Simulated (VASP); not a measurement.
# CoSi (P2_13) in VASP: a series of runs

The runs below take CoSi through optical spectrum, density of states, with PBE.

Everything below comes from runs of VASP 6.6.1. Logs are shortened: lines on timing, memory, paths and dates and some standing lists are left out, and cuts for length are marked.

**1. The structure**

The structure is cubic, space group P2_13 (No. 198). Conventional cell: a = 4.438 Å, b = 4.438 Å, c = 4.438 Å, α = 90.00°, β = 90.00°, γ = 90.00°. Around Co (site symmetry 3) lie 7 Si at 2.28 to 2.47 Å. Si (site symmetry 3) is surrounded by 7 Co at 2.28 to 2.47 Å.

**2. Optical spectrum, PBE, collinear spin, ferromagnetic start**

Input file INCAR:

```
ALGO     = Fast           # electronic algorithm
CSHIFT   = 0.1          
EDIFF    = 1E-6           # SCF threshold, eV
ENCUT    = 520            # plane-wave cutoff, eV
GGA      = PE             # functional
ISIF     = 2              # what is computed and relaxed
ISMEAR   = 0              # smearing method
ISPIN    = 2              # spin polarisation
LASPH    = T              # aspherical terms in the spheres
LCHARG   = F              # write CHGCAR
LMAXMIX  = 4              # l up to which the mixer works
LOPTICS  = T              # frequency-dependent dielectric function
LORBIT   = 11             # projections on sites
LREAL    = F              # projectors in reciprocal space
LWAVE    = F              # write WAVECAR
MAGMOM   = 2 2 2 2 0 0 0 0 # initial moments
NBANDS   = 74             # bands
NEDOS    = 2000           # points of the DOS
NELM     = 120            # most SCF steps
PREC     = Accurate       # precision mode
SIGMA    = 0.02           # smearing width, eV
```

Input file KPOINTS:

```
k-points
0
Gamma
  5 5 5
```

Input file POSCAR:

```
CoSi
1.0
    4.4380000000      0.0000000000      0.0000000000
    0.0000000000      4.4380000000      0.0000000000
    0.0000000000      0.0000000000      4.4380000000
Co Si
4 4
Direct
    0.8600000000      0.6400000000      0.3600000000
    0.6400000000      0.3600000000      0.8600000000
    0.3600000000      0.8600000000      0.6400000000
    0.1400000000      0.1400000000      0.1400000000
    0.1570000000      0.3430000000      0.6570000000
    0.3430000000      0.6570000000      0.1570000000
    0.6570000000      0.1570000000      0.3430000000
    0.8430000000      0.8430000000      0.8430000000
```

Potentials or basis: VASP PAW PBE potentials, release 64 (Co, Si).

Started as:

```bash
> cat potpaw_PBE.64/Co/POTCAR potpaw_PBE.64/Si/POTCAR > POTCAR
> mpirun -np 1 vasp_std > vasp.out
```

OUTCAR:

```text
EDIFF = 1E-6
   ENCUT = 520
   GGA = PE
   ISIF = 2
   ISMEAR = 0
   ISPIN = 2
   LASPH = T
   LORBIT = 11
   LREAL = F
   NELM = 120
   PREC = Accurate

 ion  position               nearest neighbor table
   1  0.860  0.640  0.360-   5 2.28   6 2.33   7 2.33   8 2.33   7 2.47   8 2.47   6 2.47   2 2.72
                             2 2.72   4 2.72   4 2.72   3 2.72   3 2.72
   2  0.640  0.360  0.860-   6 2.28   5 2.33   7 2.33   8 2.33   5 2.47   7 2.47   8 2.47   1 2.72
                             1 2.72   3 2.72   3 2.72   4 2.72   4 2.72
   3  0.360  0.860  0.640-   7 2.28   6 2.33   5 2.33   8 2.33   6 2.47   5 2.47   8 2.47   4 2.72
                             2 2.72   2 2.72   4 2.72   1 2.72   1 2.72
   4  0.140  0.140  0.140-   8 2.28   6 2.33   7 2.33   5 2.33   6 2.47   5 2.47   7 2.47   1 2.72
                             3 2.72   3 2.72   1 2.72   2 2.72   2 2.72
   5  0.157  0.343  0.657-   1 2.28   2 2.33   3 2.33   4 2.33   3 2.47   4 2.47   2 2.47   8 2.75
                             6 2.75   6 2.75   8 2.75   7 2.75   7 2.75
   6  0.343  0.657  0.157-   2 2.28   1 2.33   3 2.33   4 2.33   1 2.47   3 2.47   4 2.47   8 2.75
                             5 2.75   5 2.75   7 2.75   7 2.75   8 2.75
   7  0.657  0.157  0.343-   3 2.28   2 2.33   1 2.33   4 2.33   2 2.47   1 2.47   4 2.47   8 2.75
                             8 2.75   5 2.75   6 2.75   6 2.75   5 2.75
   8  0.843  0.843  0.843-   4 2.28   2 2.33   3 2.33   1 2.33   2 2.47   1 2.47   3 2.47   5 2.75
                             6 2.75   7 2.75   7 2.75   5 2.75   6 2.75

  LATTYP: Found a simple cubic cell.
 ALAT       =     4.4380000000

  Lattice vectors:

 A1 = (   4.4380000000,   0.0000000000,   0.0000000000)
 A2 = (   0.0000000000,   4.4380000000,   0.0000000000)
 A3 = (   0.0000000000,   0.0000000000,   4.4380000000)

Analysis of symmetry for initial positions (statically):
=====================================================================
 Subroutine PRICEL returns:
 Original cell was already a primitive cell.

 Routine SETGRP: Setting up the symmetry group for a
 simple cubic supercell.

 Subroutine GETGRP returns: Found 12 space group operations
 (whereof  3 operations were pure point group operations)
 out of a pool of 48 trial point group operations.

The static configuration has the point symmetry C_3 .
 The point group associated with its full space group is T   .

Analysis of symmetry for dynamics (positions and initial velocities):
=====================================================================
 Subroutine PRICEL returns:
 Original cell was already a primitive cell.

 Routine SETGRP: Setting up the symmetry group for a
 simple cubic supercell.

 Subroutine GETGRP returns: Found 12 space group operations
 (whereof  3 operations were pure point group operations)
 out of a pool of 48 trial point group operations.

The dynamic configuration has the point symmetry C_3 .
 The point group associated with its full space group is T   .

Analysis of structural, dynamic, and magnetic symmetry:
=====================================================================
 Subroutine PRICEL returns:
 Original cell was already a primitive cell.

 Routine SETGRP: Setting up the symmetry group for a
 simple cubic supercell.

 Subroutine GETGRP returns: Found 12 space group operations
 (whereof  3 operations were pure point group operations)
 out of a pool of 48 trial point group operations.

The overall configuration has the point symmetry C_3 .
 The point group associated with its full space group is T   .

[... 619 lines left out ...]
      6       6.5956      1.00000
[... 440 lines left out ...]
     37      18.4631      0.00000
     38      18.9982      0.00000
 [bands above 38 left out]

------------------------ aborting loop because EDIFF is reached ----------------------------------------

  FORCE on cell =-STRESS in cart. coord.  units (eV):
  Direction    XX          YY          ZZ          XY          YZ          ZX
  --------------------------------------------------------------------------------------
  -------------------------------------------------------------------------------------
  Total       -0.2173691     -0.2173691     -0.2173691      0.0000000      0.0000000      0.0000000
  in kB       -3.9842489     -3.9842489     -3.9842489      0.0000000      0.0000000      0.0000000
  external PRESSURE =      -3.9842489 kB  Pullay stress =       0.0000000 kB

 VOLUME and BASIS-vectors are now :
 -----------------------------------------------------------------------------
  energy-cutoff  :      520.00
  volume of cell :       87.41
      direct lattice vectors                 reciprocal lattice vectors
     4.438000000  0.000000000  0.000000000     0.225326724  0.000000000  0.000000000
     0.000000000  4.438000000  0.000000000     0.000000000  0.225326724  0.000000000
     0.000000000  0.000000000  4.438000000     0.000000000  0.000000000  0.225326724

 POSITION                                       TOTAL-FORCE (eV/Angst)
 -----------------------------------------------------------------------------------
      3.81668      2.84032      1.59768        -0.157513      0.157513     -0.157513
      2.84032      1.59768      3.81668         0.157513     -0.157513     -0.157513
      1.59768      3.81668      2.84032        -0.157513     -0.157513      0.157513
      0.62132      0.62132      0.62132         0.157513      0.157513      0.157513
      0.69677      1.52223      2.91577         0.017938     -0.017938      0.017938
      1.52223      2.91577      0.69677        -0.017938      0.017938      0.017938
      2.91577      0.69677      1.52223         0.017938      0.017938     -0.017938
      3.74123      3.74123      3.74123        -0.017938     -0.017938     -0.017938
 -----------------------------------------------------------------------------------
    total drift:                               -0.000000      0.000000      0.000000

  FREE ENERGIE OF THE ION-ELECTRON SYSTEM (eV)
  ---------------------------------------------------
  free  energy   TOTEN  =       -54.7249532169 eV

  energy  without entropy=      -54.7247064098  energy(sigma->0) =      -54.72482981

 electrical conductivity sigma (Mega S m-1) (frequency dependency in vasprun.xml)
  --------------------------------------------------------------------------------------
       0.001       0.000      -0.000
       0.000       0.001       0.000
      -0.000       0.000       0.001

  frequency dependent IMAGINARY DIELECTRIC FUNCTION (independent particle, no local field effects) density-density
     E(ev)      X         Y         Z        XY        YZ        ZX
  --------------------------------------------------------------------------------------------------------------
     0.00000     0.00000     0.00000     0.00000     0.00000     0.00000     0.00000
     0.50270    32.91836    32.91836    32.91836    -0.00000    -0.00000     0.00000
     1.00540    22.15368    22.15368    22.15368    -0.00000    -0.00000     0.00000
     1.50810    14.80359    14.80359    14.80359    -0.00000    -0.00000     0.00000
     2.01079    16.06535    16.06535    16.06535    -0.00000    -0.00000     0.00000
     2.51349    14.73075    14.73075    14.73075    -0.00000    -0.00000     0.00000
[... 92 lines left out ...]
    49.26446     0.00095     0.00095     0.00095    -0.00000    -0.00000     0.00000
    49.76716     0.00092     0.00092     0.00092    -0.00000    -0.00000     0.00000

  frequency dependent      REAL DIELECTRIC FUNCTION (independent particle, no local field effects) density-density
     E(ev)        X           Y           Z          XY          YZ          ZX
  --------------------------------------------------------------------------------------------------------------
     0.00000    54.23307    54.23307    54.23307    -0.00000    -0.00000     0.00000
     0.50270    54.61385    54.61385    54.61385     0.00000    -0.00000     0.00000
     1.00540    10.60592    10.60592    10.60592    -0.00000     0.00000     0.00000
     1.50810    15.98613    15.98613    15.98613    -0.00000    -0.00000    -0.00000
     2.01079    12.04018    12.04018    12.04018    -0.00000    -0.00000     0.00000
     2.51349     7.51246     7.51246     7.51246    -0.00000     0.00000     0.00000
[... 92 lines left out ...]
    49.26446     0.78187     0.78187     0.78187     0.00000     0.00000     0.00000
    49.76716     0.78658     0.78658     0.78658     0.00000     0.00000     0.00000

  frequency dependent IMAGINARY DIELECTRIC FUNCTION (independent particle, no local field effects) current-current
     E(ev)      X         Y         Z        XY        YZ        ZX
  --------------------------------------------------------------------------------------------------------------
     0.00000   415.21928   415.21928   415.21928     0.00000    -0.00000    -0.00000
     0.50270    53.17005    53.17005    53.17005     0.00000    -0.00000     0.00000
     1.00540    23.84176    23.84176    23.84176     0.00000     0.00000    -0.00000
     1.50810    16.73517    16.73517    16.73517    -0.00000     0.00000     0.00000
     2.01079    17.12597    17.12597    17.12597    -0.00000     0.00000     0.00000
     2.51349    15.22574    15.22574    15.22574    -0.00000     0.00000    -0.00000
[... 92 lines left out ...]
    49.26446     0.00007     0.00007     0.00007    -0.00000     0.00000    -0.00000
    49.76716     0.00006     0.00006     0.00006    -0.00000     0.00000    -0.00000

  frequency dependent      REAL DIELECTRIC FUNCTION (independent particle, no local field effects) current-current
     E(ev)        X           Y           Z          XY          YZ          ZX
  --------------------------------------------------------------------------------------------------------------
     0.00000    47.89358    47.89358    47.89358     0.00000     0.00000     0.00000
     0.50270    41.49089    41.49089    41.49089     0.00000     0.00000     0.00000
     1.00540     6.59768     6.59768     6.59768    -0.00000     0.00000    -0.00000
     1.50810    14.19227    14.19227    14.19227    -0.00000     0.00000     0.00000
     2.01079    10.54732    10.54732    10.54732    -0.00000     0.00000    -0.00000
     2.51349     6.41138     6.41138     6.41138     0.00000     0.00000    -0.00000
[... 92 lines left out ...]
    49.26446     0.78208     0.78208     0.78208    -0.00000    -0.00000     0.00000
    49.76716     0.78679     0.78679     0.78679    -0.00000    -0.00000     0.00000

 total charge

# of ion       s       p       d       tot
------------------------------------------
    1        0.434   0.616   7.565   8.614
    2        0.434   0.616   7.565   8.614
    3        0.434   0.616   7.565   8.614
    4        0.434   0.616   7.565   8.614
    5        0.728   0.882   0.000   1.609
    6        0.728   0.882   0.000   1.609
    7        0.728   0.882   0.000   1.609
    8        0.728   0.882   0.000   1.609
--------------------------------------------------
tot          4.646   5.989  30.259  40.894

 magnetization (x)

# of ion       s       p       d       tot
------------------------------------------
    1        0.000   0.000  -0.000  -0.000
    2        0.000   0.000  -0.000  -0.000
    3        0.000   0.000  -0.000  -0.000
    4        0.000   0.000  -0.000  -0.000
    5        0.000   0.000   0.000   0.000
    6        0.000   0.000   0.000   0.000
    7        0.000   0.000   0.000   0.000
    8        0.000   0.000   0.000   0.000
--------------------------------------------------
tot          0.000   0.000  -0.000  -0.000
```

Wall time 2 min (1 thread of Intel Xeon Platinum 8488C (Sapphire Rapids), shared host); peak memory 0.38 GiB.

Results:

```yaml
Free_energy: -54.7250 eV
Pressure: -0.4 GPa
Largest_force: 0.273 eV/Å
Band_gap_on_the_k_mesh: none (metal or under the smearing width)
Net_moment: 0.00 μB per cell
Valence_electrons_inside_the_program's_atomic_spheres: Co 8.61; Si 1.61
```

Forces on the atoms (eV/Å):
```
Co  -0.158  0.158 -0.158
Co   0.158 -0.158 -0.158
Co  -0.158 -0.158  0.158
Co   0.158  0.158  0.158
Si   0.018 -0.018  0.018
Si  -0.018  0.018  0.018
Si   0.018  0.018 -0.018
Si  -0.018 -0.018 -0.018
```

Levels at points of the mesh, in eV from the Fermi level:
Spin up:
```csv
k point,band 23,band 24,band 25,band 26,band 27,band 28,band 29,band 30
"(0.00, 0.00, 0.00)",-0.77,-0.77,-0.01,-0.01,-0.01,2.47,2.47,2.47
```
Spin down:
```tsv
k point	band 23	band 24	band 25	band 26	band 27	band 28	band 29	band 30
(0.00, 0.00, 0.00)	-0.77	-0.77	-0.01	-0.01	-0.01	2.47	2.47	2.47
```

Dielectric function (mean over the directions given):
```
energy (eV)  real part  imaginary part
       0.30      59.16           20.29
       0.98      11.57           22.07
       1.66      13.71           17.27
       2.34       8.49           15.10
       3.02       7.91           10.14
       3.69       8.93           11.51
       4.37       7.24           12.19
       5.05       6.28           15.81
       5.73       3.45           14.35
       6.41      -2.65           15.72
       7.09      -5.59           11.16
       7.77      -5.64            9.17
       8.45      -5.06            6.83
       9.12      -4.45            4.41
       9.80      -3.92            3.91
      10.48      -2.83            2.86
      11.16      -2.64            2.86
      11.84      -2.53            2.20
      12.52      -1.91            2.13
      13.20      -2.04            1.82
      13.87      -1.92            1.43
      14.55      -1.68            1.18
      15.23      -1.37            1.07
      15.91      -1.16            0.80
      16.59      -0.95            0.75
      17.27      -0.80            0.57
      17.95      -0.69            0.57
      18.62      -0.60            0.55
      19.30      -0.39            0.48
      19.98      -0.34            0.44
```

Caveat: the starting moments collapsed, and a magnetic state may lie lower; spectra need much finer meshes, so this one isn't converged; independent-particle spectra lack excitons; the intraband (Drude) part of a metal's response may be missing.

**3. Density of states, PBE, collinear spin, ferromagnetic start**

POSCAR is that of step 2.

Input file INCAR.step1:

```
ALGO = Fast
EDIFF = 1E-7
ENCUT = 520
GGA = PE
ISIF = 2
ISMEAR = 0
ISPIN = 2
LASPH = T
LCHARG = T
LMAXMIX = 4
LREAL = F
LWAVE = F
MAGMOM = 2 2 2 2 0 0 0 0
NBANDS = 40
NELM = 100
PREC = Accurate
SIGMA = 0.02
```

Input file KPOINTS.step1:

```
k-points
0
Gamma
  5 5 5
```

Input file INCAR.step2:

```
ALGO = Fast
EDIFF = 1E-7
ENCUT = 520
GGA = PE
ICHARG = 11
ISIF = 2
ISMEAR = -5
ISPIN = 2
LASPH = T
LCHARG = F
LMAXMIX = 4
LORBIT = 11
LREAL = F
LWAVE = F
MAGMOM = 2 2 2 2 0 0 0 0
NBANDS = 40
NEDOS = 1001
NELM = 100
PREC = Accurate
SIGMA = 0.02
```

Input file KPOINTS.step2:

```
k-points
0
Gamma
  8 8 8
```

Potentials or basis: VASP PAW PBE potentials, release 64 (Co, Si).

Started as:

```bash
> cat potpaw_PBE.64/Co/POTCAR potpaw_PBE.64/Si/POTCAR > POTCAR
> cp INCAR.step1 INCAR
> cp KPOINTS.step1 KPOINTS
> mpirun -np 1 vasp_std > vasp.out
> cp INCAR.step2 INCAR
> cp KPOINTS.step2 KPOINTS
> mpirun -np 1 vasp_std > vasp.out
```

It took 4.1 min on 1 thread of Intel Xeon Platinum 8488C (Sapphire Rapids), shared host; peak memory 0.38 GiB.

It converged, with:

| Item | Value |
| --- | --- |
| Net moment | 0.00 μB per cell |
| Valence electrons inside the program's atomic spheres | Co 8.61; Si 1.61 |

Levels at points of the mesh, in eV from the Fermi level:
Spin up:
```tsv
k point	band 24	band 25	band 26	band 27	band 28	band 29
(0.00, 0.00, 0.00)	-0.75	0.01	0.01	0.01	2.49	2.49
(0.50, 0.00, 0.00)	-0.64	-0.44	-0.44	1.02	1.02	1.48
(0.50, 0.50, 0.00)	-0.98	0.00	0.00	0.59	0.59	2.01
(0.50, 0.50, 0.50)	-1.19	-0.19	-0.19	-0.19	-0.19	5.36
```
Spin down:
```csv
k point,band 24,band 25,band 26,band 27,band 28,band 29
"(0.00, 0.00, 0.00)",-0.75,0.01,0.01,0.01,2.49,2.49
"(0.50, 0.00, 0.00)",-0.64,-0.44,-0.44,1.02,1.02,1.48
"(0.50, 0.50, 0.00)",-0.98,0.00,0.00,0.59,0.59,2.01
"(0.50, 0.50, 0.50)",-1.19,-0.19,-0.19,-0.19,-0.19,5.36
```

States per cell in windows of 0.5 eV (zero at the Fermi level; states under -8 eV left out):
| from (eV) | up | down | Co1_d_up | Co2_d_up | Co3_d_up | Co4_d_up | Co1_d_down | Co2_d_down |
| --- | --- | --- | --- | --- | --- | --- | --- | --- |
| -8.0 | 0.30 | 0.30 | 0.01 | 0.01 | 0.01 | 0.01 | 0.01 | 0.01 |
| -7.5 | 0.46 | 0.46 | 0.02 | 0.02 | 0.02 | 0.02 | 0.02 | 0.02 |
| -7.0 | 0.30 | 0.30 | 0.01 | 0.01 | 0.01 | 0.01 | 0.01 | 0.01 |
| -6.5 | 0.62 | 0.62 | 0.03 | 0.03 | 0.03 | 0.03 | 0.03 | 0.03 |
| -6.0 | 0.77 | 0.77 | 0.05 | 0.05 | 0.05 | 0.05 | 0.05 | 0.05 |
| -5.5 | 0.48 | 0.48 | 0.03 | 0.03 | 0.03 | 0.03 | 0.03 | 0.03 |
| -5.0 | 1.08 | 1.08 | 0.08 | 0.08 | 0.08 | 0.08 | 0.08 | 0.08 |
| -4.5 | 0.71 | 0.71 | 0.07 | 0.07 | 0.07 | 0.07 | 0.07 | 0.07 |
| -4.0 | 1.66 | 1.66 | 0.21 | 0.21 | 0.21 | 0.21 | 0.21 | 0.21 |
| -3.5 | 1.89 | 1.89 | 0.30 | 0.30 | 0.30 | 0.30 | 0.30 | 0.30 |
| -3.0 | 3.30 | 3.30 | 0.57 | 0.57 | 0.57 | 0.57 | 0.57 | 0.57 |
| -2.5 | 2.28 | 2.28 | 0.43 | 0.43 | 0.43 | 0.43 | 0.43 | 0.43 |
| -2.0 | 2.02 | 2.02 | 0.42 | 0.42 | 0.42 | 0.42 | 0.42 | 0.42 |
| -1.5 | 2.87 | 2.87 | 0.64 | 0.64 | 0.64 | 0.64 | 0.64 | 0.64 |
| -1.0 | 1.98 | 1.98 | 0.44 | 0.44 | 0.44 | 0.44 | 0.44 | 0.44 |
| -0.5 | 1.93 | 1.93 | 0.43 | 0.43 | 0.43 | 0.43 | 0.43 | 0.43 |
| 0.0 | 0.35 | 0.35 | 0.07 | 0.07 | 0.07 | 0.07 | 0.07 | 0.07 |
| 0.5 | 0.98 | 0.98 | 0.17 | 0.17 | 0.17 | 0.17 | 0.17 | 0.17 |
| 1.0 | 0.57 | 0.57 | 0.09 | 0.09 | 0.09 | 0.09 | 0.09 | 0.09 |
| 1.5 | 0.78 | 0.78 | 0.12 | 0.12 | 0.12 | 0.12 | 0.12 | 0.12 |
| 2.0 | 1.00 | 1.00 | 0.13 | 0.13 | 0.13 | 0.13 | 0.13 | 0.13 |
| 2.5 | 0.90 | 0.90 | 0.09 | 0.09 | 0.09 | 0.09 | 0.09 | 0.09 |
| 3.0 | 0.95 | 0.95 | 0.09 | 0.09 | 0.09 | 0.09 | 0.09 | 0.09 |
| 3.5 | 0.94 | 0.94 | 0.07 | 0.07 | 0.07 | 0.07 | 0.07 | 0.07 |
| 4.0 | 1.00 | 1.00 | 0.06 | 0.06 | 0.06 | 0.06 | 0.06 | 0.06 |
| 4.5 | 0.95 | 0.95 | 0.05 | 0.05 | 0.05 | 0.05 | 0.05 | 0.05 |
| 5.0 | 0.79 | 0.79 | 0.04 | 0.04 | 0.04 | 0.04 | 0.04 | 0.04 |
| 5.5 | 0.97 | 0.97 | 0.04 | 0.04 | 0.04 | 0.04 | 0.04 | 0.04 |
| 6.0 | 0.65 | 0.65 | 0.03 | 0.03 | 0.03 | 0.03 | 0.03 | 0.03 |
| 6.5 | 0.73 | 0.73 | 0.03 | 0.03 | 0.03 | 0.03 | 0.03 | 0.03 |
| 7.0 | 0.83 | 0.83 | 0.03 | 0.03 | 0.03 | 0.03 | 0.03 | 0.03 |
| 7.5 | 0.66 | 0.66 | 0.03 | 0.03 | 0.03 | 0.03 | 0.02 | 0.02 |

Caveat: the starting moments collapsed, and a magnetic state may lie lower; tetrahedron occupations give inexact forces and stress in metals.

**4. The reference run**

An earlier run on the cell as given: functional PBE; potentials or basis VASP PAW PBE potentials, release 64 (Co, Si); cutoff 520 eV; k mesh 6 × 6 × 6; occupations fermi-dirac, width 0.05 eV; collinear spin, ferromagnetic start; starting moments [2.0, 2.0, 2.0, 2.0, 0.0, 0.0, 0.0, 0.0] μB.

* Pressure: -0.4 GPa
* Largest force: 0.270 eV/Å
* Band gap on the k mesh: none (metal or under the smearing width)
* Net moment: 0.00 μB per cell
* Valence electrons inside the program's atomic spheres: Co 8.61; Si 1.61
